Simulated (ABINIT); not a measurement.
PtS2:

```
Pt S
1.0
     3.54320    0.00000    0.00000
    -1.77160    3.06850    0.00000
     0.00000    0.00000    5.03880
Pt S
1 2
Direct
  0.00000 0.00000 0.00000
  0.66667 0.33333 0.77300
  0.33333 0.66667 0.22700
```

Base run:

| Property | Result |
| --- | --- |
| Program | ABINIT 10.8.3 (patched build) |
| Functional | SOGGA |
| Potentials or basis | JTH PAW PBE v2.0 |
| Cutoff | 544 eV |
| k mesh | 9 × 9 × 5 |
| Occupations | fermi-dirac, width 0.05 eV |
| Spin | no spin polarisation |

Its results: band gap on the k mesh 0.92 eV, indirect (least direct gap 0.94 eV); pressure 5.7 GPa; largest force 0.955 eV/Å.

**Question.** After a change of settings the same cell gave: band gap on the k mesh 1.02 eV, indirect (least direct gap 1.06 eV); pressure 14.3 GPa; largest force 1.410 eV/Å. Which change was it?
A. functional from SOGGA to PBE; k mesh from 9 × 9 × 5 to 4 × 4 × 2
B. functional from SOGGA to rPW86PBE
C. functional from SOGGA to revPBE
D. functional from SOGGA to PBE; k mesh from 9 × 9 × 5 to 12 × 12 × 6

**Answer.** C.

revPBE binds less tightly than SOGGA, so the same cell stands under more pressure.

Caveats: the PAW data sets were made with another functional, which shifts forces and pressure a little; spin-orbit coupling is left out, which moves the levels of the heavy elements.

Not every run made on this cell is shown here.
